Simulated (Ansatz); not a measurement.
The system is MoS2.

```
Mo S
1.0
     1.58000    0.91221    6.15000
    -1.58000    0.91221    6.15000
     0.00000   -1.82443    6.15000
Mo S
1 2
Direct
  0.00000 0.00000 0.00000
  0.41700 0.41700 0.41700
  0.25000 0.25000 0.25000
```

Measurements of this composition are mostly on another form, of space group No. 194.

```yaml
Program: Ansatz 0.2.0
Task: relaxation of cell and atoms
Functional: PBE
Potentials_or_basis: Ansatz PAW
Cutoff: "420 eV (not typed: the program's choice for these potentials)"
k_mesh: 10 × 10 × 10
Occupations: fermi-dirac, width 0.05 eV
Spin: no spin polarisation
```

At the start: volume 17.73 Å³/atom.

How do energy, volume and symmetry change on relaxing?

It ends after 14 steps and the volume is 21.69 Å³/atom (+22.4 %); space group R3m (No. 160, to 0.05 Å).

Step by step:
```tsv
step	energy change (eV)	largest force (eV/Å)	volume (Å³)
1	0.0000	0.5212	53.18
2	-0.0451	0.1146	57.58
3	-0.0564	0.1017	58.12
4	-0.0605	0.0527	59.18
5	-0.0628	0.0037	60.81
6	-0.0629	0.0019	61.15
7	-0.0629	0.0004	61.25
8	-0.0660	0.0002	61.25
9	-0.0670	0.0045	62.37
10	-0.0676	0.0258	63.99
11	-0.0676	0.0053	64.37
12	-0.0676	0.0085	65.07
13	-0.0676	0.0008	65.07
14	-0.0681	0.0007	65.07
```

Final structure:
```xyz
3
Lattice="1.5926 0.9195 7.4056 -1.5926 0.9195 7.4056 0.0000 -1.8390 7.4056" Properties=species:S:1:pos:R:3 pbc="T T T"
Mo    0.0000    0.0000    0.0025
S     0.0000    0.0000    8.9705
S     0.0000    0.0000    5.8456
```

Caveat: the volume moved by over 15 % at a fixed basis, so the end points are rough; the plane-wave basis is chosen anew once the cell has moved, so the energies of steps on either side of that aren't comparable.
